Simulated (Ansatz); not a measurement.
## Pd under changes of volume

One of the cells (14.750 Å³/atom); the others are scaled copies at fixed shape and fractional positions:

```
Pd
1.0
     0.00000    1.94650    1.94650
     1.94650    0.00000    1.94650
     1.94650    1.94650    0.00000
Pd
1
Direct
  0.00000 0.00000 0.00000
```

```yaml
Program: Ansatz 0.2.0
Functional: PBE
Potentials_or_basis: Ansatz PAW
Cutoff: "420 eV (not typed: the program's choice for these potentials)"
k_mesh: 12 × 12 × 12
Occupations: fermi-dirac, width 0.05 eV
Spin: no spin polarisation
```

| volume (Å³/atom) | energy over the lowest point (meV/atom) | pressure (GPa) |
| --- | --- | --- |
| 13.865 | 87.36 | 21.8 |
| 14.160 | 52.70 | 16.2 |
| 14.455 | 27.73 | 11.3 |
| 14.750 | ? | ? |
| 15.045 | 2.30 | 3.1 |
| 15.340 | 0.00 | -0.3 |
| 15.635 | 3.62 | -3.3 |

**Question.** What does the run at 14.750 Å³/atom give?

**Answer.** Energy over the lowest point 11.26 meV/atom; pressure 6.9 GPa.

Worked out: A Birch-Murnaghan fit of order 3 (a polynomial in V^(-2/3)) to the other rows has its minimum at 15.30 Å³/atom with B0 = V·E''(V) = 168 GPa and B' = 5.4. It gives 11.24 meV/atom at 14.750 Å³/atom, against the run's 11.26, and -dE/dV = 6.8 GPa, against 6.9.

Energies are extrapolated to zero smearing.
